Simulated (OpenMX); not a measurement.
**Ti under changes of volume**

One of the cells (17.636 Å³/atom); the others are scaled copies at fixed shape and fractional positions:

```
Ti
1.0
     2.95000    0.00000    0.00000
    -1.47500    2.55477    0.00000
     0.00000    0.00000    4.68000
Ti
2
Direct
  0.66667 0.33333 0.75000
  0.33333 0.66667 0.25000
```

```yaml
Program: OpenMX 3.8.5
Functional: PBE
Potentials_or_basis: OpenMX 2013 PBE set, Ti7.0-s2p2d1, fixed grid of 30 × 30 × 56 points
k_mesh: 11 × 11 × 7
Occupations: fermi-dirac, width 0.05 eV
Spin: no spin polarisation
```

```tsv
volume (Å³/atom)	energy over the lowest point (meV/atom)	largest force (eV/Å)
16.577	?	?
16.930	0.00	0.030
17.283	2.59	0.028
17.636	10.85	0.027
17.988	24.26	0.025
18.341	42.36	0.024
18.694	64.59	0.023
```

Task: What does the run at 16.577 Å³/atom give?

Result: Energy over the lowest point 3.76 meV/atom; largest force 0.031 eV/Å.

Worked out: A Birch-Murnaghan fit of order 3 (a polynomial in V^(-2/3)) to the other rows has its minimum at 16.96 Å³/atom with B0 = V·E''(V) = 138 GPa and B' = 4.1 at fixed shape and positions, which overstates the stiffness. It gives 3.81 meV/atom at 16.577 Å³/atom, against the run's 3.76.

Energies are extrapolated to zero smearing.

Caveats: the transition metal has a single d function, too few for pressures, volumes and moments; the basis of atomic orbitals isn't converged, which shifts pressures, moduli and gaps.
